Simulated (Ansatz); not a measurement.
**Au(110) / 3 layers Pd(110) / Au(110): resistance against film thickness**

How does the resistance across the layers grow with the film in Au(110) / 3 layers Pd(110) / Au(110)?

Program: Ansatz 0.2.0. Level of theory: Ansatz plane-wave DFT, PBE, PAW files; ballistic transport by layer matching (Landauer), zero bias; PAW set soft_1. Results are calculated unless marked as measured.

### 1. Set-up

The cell holds 16 atoms: 13 Au and 3 Pd. Its edges and angles: a = 2.884 Å, b = 4.078 Å, c = 22.498 Å, α = 90.0°, β = 90.0°, γ = 90.0°. It derives from Au and Pd. Regions: lead, 13 atoms (13 Au); films, 3 atoms (3 Pd). The structure is stacked along c, and the current runs across the ab planes.

### 2. With 3 layers

The film is laid into the lead at the lead's in-plane lattice, and the cell closes on the lead's own image. The mesh across the current, 26×18, is finer than the density's, because channels open and close sharply across the zone. Energies from -1 to 1 eV in steps of 0.036 eV cover the slope of the Fermi function at 300 K, so the program can form a conductance.

The input, input.yaml:

```yaml
crystal:
  lattice:
    - [2.8837582304, 0.0, 0.0]
    - [0.0, 4.07825, 0.0]
    - [0.0, 0.0, 22.4977035097]
  atoms:
    - { symbol: Au, position: [0.0, 0.0, 0.0320450288] }
    - { symbol: Au, position: [0.5, 0.5, 0.0961350865] }
    - { symbol: Au, position: [0.0, 0.0, 0.1602251442] }
    - { symbol: Au, position: [0.5, 0.5, 0.2243152018] }
    - { symbol: Au, position: [0.0, 0.0, 0.2884052595] }
    - { symbol: Au, position: [0.5, 0.5, 0.3524953171] }
    - { symbol: Pd, position: [0.0, 0.0, 0.412345221] }
    - { symbol: Pd, position: [0.5, 0.5, 0.4679549712] }
    - { symbol: Pd, position: [0.0, 0.0, 0.5235647213] }
    - { symbol: Au, position: [0.5, 0.5, 0.5834146252] }
    - { symbol: Au, position: [0.0, 0.0, 0.6475046829] }
    - { symbol: Au, position: [0.5, 0.5, 0.7115947405] }
    - { symbol: Au, position: [0.0, 0.0, 0.7756847982] }
    - { symbol: Au, position: [0.5, 0.5, 0.8397748558] }
    - { symbol: Au, position: [0.0, 0.0, 0.9038649135] }
    - { symbol: Au, position: [0.5, 0.5, 0.9679549712] }
kpoints:
  mp_grid: { grid: [13, 9, 2] }
hamiltonian:
  xc: pbe
  pseudopotentials: { kind: paw, azcp: { folder: soft_1 } }
scf:
  occupations: { method: fermi_dirac, width: 0.1 }
output:
  transmission: { leads: [[0, 1]], kmesh: [26, 18], e_range: [-1.0, 1.0], de: 0.036 }
  write_potential: true
  write_density: true
  volumetric_format: npy
  elf: true
```

Started as:

```bash
ansatz run input.yaml --threads 4 --pin off --max-ram 8192MiB --backend cpu --events-out ev --progress --plain --runs-dir out
```

Numbers of over 12 decimals in the logs are rounded to 6 here.

Log:

```text
Engine: ansatz 0.2.0, x86_64-unknown-linux-gnu
Pseudopotentials: kind: paw
Pseudopotential: Au, paw, valence charge 19, recommended cutoff 420 eV (normal), soft_1/Au.paw.azcp
Pseudopotential: Pd, paw, valence charge 18, recommended cutoff 420 eV (normal), soft_1/Pd.paw.azcp
Functional definition: PBE
  parameter kappa = 0.804
  parameter beta = 0.066725
  exchange = pbe_x(kappa = kappa, mu = beta*pi^2/3)
  correlation = pbe_c(beta = beta)
Crystal: 16 atoms, lattice volume = 264.588 Å³
Basis set: ecut = 420 eV, 5175 PW (Γ)
Bands: 181, of which v1, the nominal top of the filled ones, is band 151 counted from 1 (150 counted from 0)
Symmetry: 8 space group operations
Space group: Pmmm (ITA 47), of the structure as read, at distance tolerance 6.4e-5 Å
k-points: 70 of 234
Non-local potential: Au, projectors of the file, l = 0: 3, l = 1: 2, l = 2: 2, l = 3: 1
Non-local potential: Pd, projectors of the file, l = 0: 2, l = 1: 2, l = 2: 2, l = 3: 1
PAW form: soft (Blöchl's): semilocal exchange-correlation on the pseudo side does not see the compensation charge
PAW one-centre angular grid: Au, 590 points (default); XC on 64 Gauss nodes
PAW one-centre angular grid: Pd, 590 points (default); XC on 64 Gauss nodes
Initial density: superposition of atomic densities (chi_scale 0.1, normalization cell, long waves of neutral atoms (reshape's long-wave potential 9.20 eV rms, cloud 2.75 Å wide))
Initial wavefunctions: pseudopotential atomic-orbital guess
Functional: x = pbe(κ = 0.804, μ = 0.219515), c = pbe(β = 0.066725)
SCF iter   1: F=—  HF=-191892.299308 eV  |F-HF|=—  |Δ(HF+E_count)|=         —  Δρ=8.77e-2  dr2=8.25e1  ethr=3.10e-3  ⟨swp⟩=4.1  Hψ=37592  notcnv=0  defer=404
preconditioner: auto → Kerker (q_TF=auto, 2.788 Å⁻¹)  [metal: Δε(μ)=0.010 eV  Ē_g=10.054 eV  σ=0.100 eV  W_gap=0.03  n_scr=98 (ndim 8)  ℏωp=30.0 eV  f_vac=0.000  D(μ)=5.37/eV (n_scr^D=30)]
SCF iter   2: F=—  HF=-191887.255355 eV  |F-HF|=—  |Δ(HF+E_count)|=    5.04e0  Δρ=4.77e-2  dr2=4.04e1  ethr=3.10e-3  ⟨swp⟩=2.9  Hψ=21171  notcnv=0  defer=1255
SCF iter   3: F=—  HF=-191884.492355 eV  |F-HF|=—  |Δ(HF+E_count)|=    2.76e0  Δρ=9.22e-3  dr2=4.17e0  ethr=3.10e-3  ⟨swp⟩=2.4  Hψ=18051  notcnv=0  defer=1255
SCF iter   4: F=—  HF=-191884.302609 eV  |F-HF|=—  |Δ(HF+E_count)|=   1.90e-1  Δρ=3.50e-3  dr2=2.05e-1  ethr=1.39e-3  ⟨swp⟩=1.6  Hψ=14781  notcnv=0  defer=1255
SCF iter   5: F=—  HF=-191884.285975 eV  |F-HF|=—  |Δ(HF+E_count)|=   1.66e-2  Δρ=1.25e-3  dr2=4.35e-2  ethr=6.80e-5  ⟨swp⟩=1.1  Hψ=11407  notcnv=0  defer=1264
SCF iter   6: F=—  HF=-191884.284085 eV  |F-HF|=—  |Δ(HF+E_count)|=   1.89e-3  Δρ=6.18e-4  dr2=9.71e-3  ethr=1.44e-5  ⟨swp⟩=1.1  Hψ=11391  notcnv=0  defer=1264
SCF iter   7: F=—  HF=-191884.283863 eV  |F-HF|=—  |Δ(HF+E_count)|=   2.22e-4  Δρ=1.94e-4  dr2=1.77e-3  ethr=3.23e-6  ⟨swp⟩=1.0  Hψ=11376  notcnv=0  defer=1264
SCF iter   8: F=—  HF=-191884.283762 eV  |F-HF|=—  |Δ(HF+E_count)|=   1.01e-4  Δρ=1.20e-4  dr2=4.92e-4  ethr=5.88e-7  ⟨swp⟩=1.1  Hψ=11396  notcnv=0  defer=1264
SCF iter   9: F=—  HF=-191884.283743 eV  |F-HF|=—  |Δ(HF+E_count)|=   1.89e-5  Δρ=3.06e-5  dr2=5.07e-5  ethr=1.63e-7  ⟨swp⟩=1.0  Hψ=11377  notcnv=0  defer=1264
SCF iter  10: F=—  HF=-191884.283775 eV  |F-HF|=—  |Δ(HF+E_count)|=   3.18e-5  Δρ=1.94e-5  dr2=1.77e-5  ethr=1.68e-8  ⟨swp⟩=1.1  Hψ=11852  notcnv=0  defer=1274
SCF iter  11: F=—  HF=-191884.283774 eV  |F-HF|=—  |Δ(HF+E_count)|=   3.18e-7  Δρ=6.82e-6  dr2=1.13e-6  ethr=5.88e-9  ⟨swp⟩=1.0  Hψ=11376  notcnv=0  defer=1274
SCF iter  12: F=—  HF=-191884.283774 eV  |F-HF|=—  |Δ(HF+E_count)|=   5.69e-8  Δρ=2.08e-6  dr2=1.69e-7  ethr=3.76e-10  ⟨swp⟩=1.0  Hψ=11391  notcnv=0  defer=1274
SCF iter  13: F=-191884.283774 eV  HF=-191884.283774 eV  |F-HF|=3.35e-8  |Δ(HF+E_count)|=   7.65e-9  Δρ=9.78e-7  dr2=3.51e-8  ethr=3.32e-11  ⟨swp⟩=9.5  Hψ=45070  notcnv=0
SCF 1 converged in 13 iterations: F = -191884.283774 eV  dr2 = 3.51e-8
  greatest PAW one-centre occupation: 1.000 electrons in one spin orbital (limit 2), on the Au atom at site 9 (counted from 0), in its partial waves of l = 0
transmission: 546 of 5460 steps passed
transmission: 1092 of 5460 steps passed
[...]
transmission: 5460 of 5460 steps passed
SCF converged after 13 iterations
Free energy (F): -191884.283774 eV
Harris-Foulkes:  -191884.283774 eV  (|F-HF|=3.35e-8)
Internal energy: -191884.060022 eV  (E = F + TS)
E sigma→0 (E₀):  -191884.171898 eV
Entropy (-TS):   -0.223752 eV (-13.985 meV/atom)
Fermi energy:    20.487209 eV
--- Per-component energies (eV) ---
  E_band       = -3087.924630
  E_kinetic    = 8868.364437
  E_local      = -27928.956678  (includes V_loc(G=0)·N_el)
  E_nonlocal   = 2387.245221
  E_hartree    = 11973.313327
  E_xc         = -3219.041362
  E_vxc        = -3931.108957  (∫ρ·V_xc dr)
  E_paw        = -137944.050151  (= ΣΔE_a)
  E_vpaw       = -6430.124820  (= ΣTr[D̂ρ^β])
  E_aug_tail   = 0.022896  (compensation charges beyond the density's cutoff)
  E_ewald      = -46020.957712
  E_smearing   = -0.223752  (= −TS)
  E_closure    = -0.000000  (closes the sum)
  Σ components = -191884.283774   (vs F -191884.283774, Δ=0.00e0)
--- Band table (eV; the first three rows and the last of 70) ---
  k-point 0: bands = [... 147 lower, 19.6271, 19.6287, 19.9434, 20.5368, 20.8813, 20.9555, 21.6962, 23.0502, ... 26 higher]
  k-point 1: bands = [... 147 lower, 19.6271, 19.9420, 19.9433, 19.9693, 20.5368, 21.9441, 21.9967, 22.0340, ... 26 higher]
  k-point 2: bands = [... 147 lower, 19.4625, 19.5915, 20.0311, 20.4576, 20.7887, 20.8796, 20.9617, 22.0977, ... 26 higher]
  k-point 69: bands = [... 147 lower, 20.8302, 21.7539, 21.8207, 22.4877, 22.5750, 23.1920, 23.2885, 23.5696, ... 26 higher]
--- Transmission ---
  basis      : 101 plane waves across, 39 finite elements along
  points     : 140, standing for a mesh of 26 x 18
  filling    : by the input's occupations and mesh, since the crystals that have channels conduct as metals do. If one of these is a semiconductor, that mesh has misplaced its level
  energies   : 56 from -1.000000 to 0.980000 eV about the Fermi level, 0.036000 eV apart; the leads are filled to 0.000000 eV, and channels, transmission and decay are at 0.008000 eV
  crystal 0  : Au1, at the sites [0, 1], period 1.4419 Å, over 18.74 Å; its Hamiltonian steps by up to 3.5 meV
    offset         : up to 0.0000 Å between an atom of the period and one for which it stands
    filled         : 2.2 meV over the level at which it is neutral
    channels       : 1.386752e0 a spin
    conductance    : 9.1703e14 S/m² at 300 K; may be off by some 0.0 % by where its bands' edges are placed, 4.9 % from the k-mesh, 0.0 % from the distance to neutral
    slowest decay  : 0.0120 /Å at (0.0769, 0.4444)
  junction   : crystal 0 to crystal 0, -0.70 to 20.36 Å
    transmission   : 1.052739e0 a spin
    conductance    : 6.8719e14 S/m² at 300 K (6.7300e14 on every other point, 6.8772e14 on every other energy)
    error estimate : 0.1 % from the energy spacing and 0.0 % from band edges of the leads and from resonances (wavevectors taken as independent; lower de), 4.3 % from the k-mesh, 0.7 % from the steps of its leads' Hamiltonians or their offsets (lay more layers), 0.1 % from the distance to neutral
    resistance     : 3.6473e-4 Ω µm² beyond half of each lead's own
```

Run time: 7 min. Hardware: 4 threads of Intel Xeon Platinum 8375C at 2.90GHz (Ice Lake), shared host; peak memory 2.6 GiB.

Reading the cycles: dr2 is the Hartree energy of the density residual (eV), the measure of convergence; HF is the Harris–Foulkes estimate of the energy, which meets the free energy F at convergence.

Numbers from this step:

```yaml
free_energy: -191884.2838 eV
energy_at_zero_smearing: -191884.1719 eV
fermi_energy: 20.49 eV
cell_area: 11.76 Å²
step_of_the_lead_s_potential: 3.5 meV
ballistic_conductance_of_the_lead: 9.17e14 S/m²
estimated_errors_of_the_lead_s_conductance: 0, 4.9, 0 % (band edges, k-mesh, distance from neutral)
lead_conductance_per_cell: 1.392 G₀
conductance_of_the_junction: 6.87e14 S/m²
junction_conductance_per_cell: 1.043 G₀
estimated_errors_of_the_junction_s_conductance: 0.1, 0, 4.3, 0.7, 0.1 % (energy step, band edges, k-mesh, leads' steps, distance from neutral)
area_resistance_that_the_stack_adds_contact_term_taken_off_spin_by_spin: 0.3647 fΩ m²
```

Per spin. Table of transmission, zone mean by energy, zero at the Fermi level:

energy (eV), transmission, zone mean and a bar from the least value:
```
   -1.000       0.81 
   -0.892       0.87 #####
   -0.820       0.89 ######
   -0.712       0.98 ##############
   -0.676       0.99 ###############
   -0.640       0.98 ###############
   -0.532       0.96 ############
   -0.424       0.93 ##########
   -0.352       0.88 #####
   -0.244       0.93 ##########
   -0.136       0.95 ############
   -0.064       0.99 ###############
    0.008       1.05 ####################
    0.044       1.07 ######################
    0.116       1.09 ########################
    0.224       1.12 ##########################
    0.332       1.13 ###########################
    0.404       1.13 ############################
    0.512       1.14 ############################
    0.620       1.14 ############################
    0.692       1.15 ############################
    0.800       1.16 ##############################
    0.872       1.16 ##############################
    0.980       1.14 ############################
```

Per spin. Table of open channels, zone mean, lead by energy, zero at the Fermi level:

energy (eV), open channels, zone mean, lead and a bar from the least value:
```
   -1.000       1.19 
   -0.964       1.19 
   -0.892       1.21 ##
   -0.856       1.24 ####
   -0.784       1.26 ######
   -0.748       1.25 ######
   -0.676       1.27 ########
   -0.640       1.28 ########
   -0.568       1.31 ###########
   -0.532       1.31 ############
   -0.460       1.31 ############
   -0.424       1.32 #############
   -0.352       1.34 ##############
   -0.316       1.36 ################
   -0.244       1.36 ################
   -0.208       1.36 ################
   -0.136       1.37 #################
   -0.100       1.39 ###################
   -0.028       1.40 ####################
    0.008       1.39 ###################
    0.080       1.39 ###################
    0.116       1.39 ###################
    0.188       1.42 ######################
    0.224       1.43 #######################
    0.296       1.44 ########################
    0.332       1.45 #########################
    0.404       1.47 ###########################
    0.440       1.47 ###########################
    0.512       1.46 ##########################
    0.548       1.46 ##########################
    0.620       1.44 ########################
    0.656       1.45 #########################
    0.728       1.47 ###########################
    0.764       1.48 ############################
    0.836       1.49 #############################
    0.872       1.49 ##############################
    0.944       1.50 ##############################
    0.980       1.50 ##############################
```

Transmission over k1 and k2. At 0.0080 eV from the Fermi level.

Values, 12 rows by 16 columns, each cell a mean:
```
1.35 1.25 1.34 1.59 1.78 1.82 1.42 0.66 0.65 0.81 1.71 1.83 1.73 1.48 1.28 1.27
0.53 0.93 0.95 0.99 1.10 1.45 1.84 1.97 1.96 1.95 1.73 1.27 1.04 0.96 0.96 0.85
0.08 0.68 0.84 0.65 0.81 1.07 1.36 1.77 1.93 1.62 1.22 0.97 0.73 0.69 0.88 0.41
0.02 0.40 0.75 0.84 0.99 0.99 1.03 1.29 1.66 1.16 1.00 0.99 0.96 0.69 0.77 0.17
0.02 0.33 0.83 1.00 0.99 0.99 0.99 0.99 0.99 0.99 0.99 0.99 0.99 1.00 0.62 0.16
0.07 0.27 0.74 0.99 0.99 0.99 0.99 0.99 0.99 0.99 0.99 0.99 0.99 1.00 0.48 0.21
0.03 0.32 0.73 1.00 0.99 0.99 0.99 0.99 0.99 0.99 0.99 0.99 0.99 1.00 0.50 0.19
0.01 0.34 0.80 0.96 0.99 0.99 0.99 1.09 1.36 1.03 0.99 0.99 1.00 0.84 0.75 0.13
0.06 0.60 0.81 0.64 0.89 1.03 1.23 1.68 1.90 1.49 1.12 0.99 0.81 0.62 0.85 0.33
0.28 0.86 0.91 0.79 0.83 1.27 1.71 1.93 1.97 1.87 1.58 1.05 0.77 0.84 0.94 0.68
1.10 1.12 1.16 1.42 1.66 1.74 1.65 1.32 1.29 1.39 1.74 1.73 1.59 1.29 1.13 1.13
1.81 1.68 1.74 1.89 1.96 1.93 1.07 0.00 0.00 0.19 1.60 1.96 1.94 1.83 1.70 1.71
```
Columns: k1 (b1) from -0.5 to 0.462; rows upwards: k2 (b2) from -0.5 to 0.444.

Open channels over k1 and k2. At 0.0080 eV from the Fermi level.

Values, 12 rows by 16 columns, each cell a mean:
```
2.00 1.74 1.85 2.00 2.00 2.00 1.69 0.67 0.67 0.87 2.00 2.00 2.00 2.00 1.72 1.87
1.74 1.08 1.18 1.54 2.00 2.00 2.00 2.00 2.00 2.00 2.00 2.00 1.95 1.33 1.05 1.21
1.62 1.00 1.00 1.00 1.05 1.67 1.95 2.00 2.00 2.00 1.82 1.46 1.00 1.00 1.00 1.00
1.62 1.00 1.00 1.00 1.00 1.00 1.44 2.00 2.00 1.90 1.15 1.00 1.00 1.00 1.00 1.00
1.62 1.00 1.00 1.00 1.00 1.00 1.00 1.00 1.00 1.00 1.00 1.00 1.00 1.00 1.00 1.00
1.62 1.00 1.00 1.00 1.00 1.00 1.00 1.00 1.00 1.00 1.00 1.00 1.00 1.00 1.00 1.00
1.62 1.00 1.00 1.00 1.00 1.00 1.00 1.00 1.00 1.00 1.00 1.00 1.00 1.00 1.00 1.00
1.62 1.00 1.00 1.00 1.00 1.00 1.15 1.67 1.67 1.56 1.00 1.00 1.00 1.00 1.00 1.00
1.62 1.00 1.00 1.00 1.03 1.33 1.90 2.00 2.00 2.00 1.64 1.23 1.00 1.00 1.00 1.00
1.62 1.00 1.00 1.21 1.69 2.00 2.00 2.00 2.00 2.00 2.00 1.90 1.62 1.00 1.00 1.00
2.00 1.49 1.69 2.00 2.00 2.00 1.85 1.33 1.33 1.44 2.00 2.00 2.00 2.00 1.44 1.74
2.00 2.00 2.00 2.00 2.00 2.00 1.54 0.00 0.00 0.31 2.00 2.00 2.00 2.00 2.00 2.00
```
Columns: k1 (b1) from -0.5 to 0.462; rows upwards: k2 (b2) from -0.5 to 0.444.

ELF in the ca plane at fractional y = 0.000, with atoms of Au and Pd within 0.2 Å of it. It is the smooth field of the valence electrons, not physical close to the nuclei.

Ten even steps from '0' (0.11) to '9' (0.80), each cell a mean:
```
87521246875212468652124324312422431146875311
55311135553111355531013444211344420124554211
32100012321000123210001221100122100012332100
11000001110000011100000010000011000001111000
21100011211000112110000111000011100011221000
44310124442101244421002343111234310123443100
66421146664212466642114434312443431135665211
97531257975212579752124213312421331246985311
```
Columns run along c (16.0 Å, from fractional 0.03 to 0.74 of the cell), rows up along a (2.9 Å). Atoms in or near the plane, at fractional coordinates: Au at (0.03, 0.00), Au at (0.16, 0.00), Au at (0.29, 0.00), Pd at (0.41, 0.00), Pd at (0.52, 0.00), Au at (0.65, 0.00).

Valence density in the ca plane at fractional y = 0.000, with atoms of Au and Pd within 0.2 Å of it. It is the smooth field of the valence electrons, not physical close to the nuclei.

Ten even steps from '0' (0 e/Å³) to '9' (15 e/Å³), each cell a mean:
```
75200015752000157510002684100278400003762000
32000002320000023200000221000022100001221000
00000000000000000000000000000000000000000000
00000000000000000000000000000000000000000000
00000000000000000000000000000000000000000000
11000001110000011100000110000011000000110000
54100013541000135310001453000145200002542000
96200026962000269620003895100389500014873000
```
Columns run along c (16.0 Å, from fractional 0.03 to 0.74 of the cell), rows up along a (2.9 Å). Atoms in or near the plane, at fractional coordinates: Au at (0.03, 0.00), Au at (0.16, 0.00), Au at (0.29, 0.00), Pd at (0.41, 0.00), Pd at (0.52, 0.00), Au at (0.65, 0.00).

Electrostatic potential energy in the ca plane at fractional y = 0.000, with atoms of Au and Pd within 0.2 Å of it. With pseudopotentials it is smooth inside the atoms' cores, unlike the true potential.

Ten even steps from '0' (-35 eV) to '9' (24 eV), each cell a mean:
```
11379841113898411148983001587200169952112799
23689973236999732369996324898632489974235899
77899997778999977799999878999987899998778999
99999999999999999999999999999999999999999999
88999998889999988899999999999999999999889999
45799985457999854589998556899755799986457999
11489852114898521258984102698410279962113799
11379831013798311137972000587200059851112698
```
Columns run along c (16.0 Å, from fractional 0.03 to 0.74 of the cell; values clipped at the 3rd and 97th percentile), rows up along a (2.9 Å). Atoms in or near the plane, at fractional coordinates: Au at (0.03, 0.00), Au at (0.16, 0.00), Au at (0.29, 0.00), Pd at (0.41, 0.00), Pd at (0.52, 0.00), Au at (0.65, 0.00).

The lead's potential steps by 3.5 meV from period to period, small in itself. The program estimates the junction's conductance to 4.3 % from the k-mesh, 0.1 % from the leads' distance from neutral and 0.7 % from their steps.

By hand: 1/G − 1/G_lead = 1/0.6872 − 1/0.9170 = 0.365 fΩ m² with G in 10¹⁵ S/m².

[end of part 1 of 2]

[Logs are printed without paths, hosts, clocks, repeated set-up lines and the standing remarks that a program may print on its own settings, such as how far it seeks lower states.]

[Hosts, paths, dates, database ids (printed as entryN), source tags and the programs' standing remarks are cut or masked in the printed files.]
